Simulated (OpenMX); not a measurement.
# NbAs under changes of volume

One of the cells (17.395 Å³/atom); the others are scaled copies at fixed shape and fractional positions:

```
Nb As
1.0
    -1.72585    1.72585    5.84000
     1.72585   -1.72585    5.84000
     1.72585    1.72585   -5.84000
Nb As
2 2
Direct
  0.50000 0.00000 0.50000
  0.75000 0.75000 0.00000
  0.91600 0.41600 0.50000
  0.16600 0.16600 0.00000
```

```yaml
Program: OpenMX 3.8.5
Functional: LDA
Potentials_or_basis: OpenMX 2013 LDA set, Nb7.0-s3p2d2, As7.0-s3p2d2, fixed grid of 45 × 45 × 32 points
k_mesh: 11 × 11 × 11
Occupations: fermi-dirac, width 0.05 eV
Spin: no spin polarisation
```

```tsv
volume (Å³/atom)	energy over the lowest point (meV/atom)	largest force (eV/Å)
16.351	20.55	0.458
16.699	5.63	0.440
17.047	0.00	0.424
17.395	2.73	0.377
17.743	?	?
18.091	29.75	0.346
18.438	52.51	0.316
```

Question: What does the run at 17.743 Å³/atom give?

Answer: Energy over the lowest point 12.93 meV/atom; largest force 0.361 eV/Å.

Worked out: A Birch-Murnaghan fit of order 3 (a polynomial in V^(-2/3)) to the other rows has its minimum at 17.10 Å³/atom with B0 = V·E''(V) = 185 GPa and B' = 4.4 at fixed shape and positions, which overstates the stiffness. It gives 12.90 meV/atom at 17.743 Å³/atom, against the run's 12.93.

Energies are extrapolated to zero smearing.

Caveats: the basis has few d functions beyond the semicore shells, which can make volumes several per cent too large; the basis of atomic orbitals isn't converged, which shifts pressures, moduli and gaps.
